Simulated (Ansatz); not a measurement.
Relaxed BeO (wurtzite):

```
BeO
1.0
    2.69049     0.00000     0.00000
   -1.34524     2.33003     0.00000
    0.00000     0.00000     4.36988
Be O
2 2
Direct
  0.66667   0.33333   0.00145
  0.33333   0.66667   0.50145
  0.66667   0.33333   0.62375
  0.33333   0.66667   0.12375
```

In this cell atom 3 (O, nearest neighbour Be at 1.643 Å; its periodic images, 2.7 Å or more away, move with it) is moved by s towards the nearest neighbour, unit vector (-0.819, 0.473, -0.325); all other atoms and the cell stay fixed.

The numbers are results of r2SCAN (plane waves to 500 eV, PAW, scalar-relativistic; Ansatz, a quantum-chemistry and plane-wave program), not measurements. k mesh 11×11×6 (Γ-centred), Fermi-Dirac smearing 0.05 eV. The energy includes the smearing's −TS. Left out: 1 of 11 points, with atoms too close for the PAW data. BeO was relaxed with its symmetry unable to fall. The zero of ΔE is the undisplaced structure.

| s (Å) | ΔE (meV/cell) |
|---|---|
| -0.490 | 788 |
| -0.392 | 581 |
| -0.294 | 377 |
| -0.196 | 194 |
| -0.098 | 56 |
| 0.000 | 0 |
| 0.098 | 76 |
| 0.196 | 356 |
| 0.294 | withheld |
| 0.392 | 2030 |

Question: Fit a polynomial form (powers 2, 3, 4) to the given rows and predict ΔE at s = 0.294.

Answer: Least squares on the 9 given rows: ΔE = (7119)·s² + (12070)·s³ + (8721)·s⁴, in meV/cell with s in Å; root-mean-square residual 8.0 meV/cell. At 0.294 the fit gives 987 meV/cell; the calculation gives 949 meV/cell, so the interpolation is off by 38 (+4.0 %). The quadratic term alone would give 615 meV/cell.

(A displaced cell: forces are minus the slopes of the energy, force constants its curvatures, and phonons follow from these.)
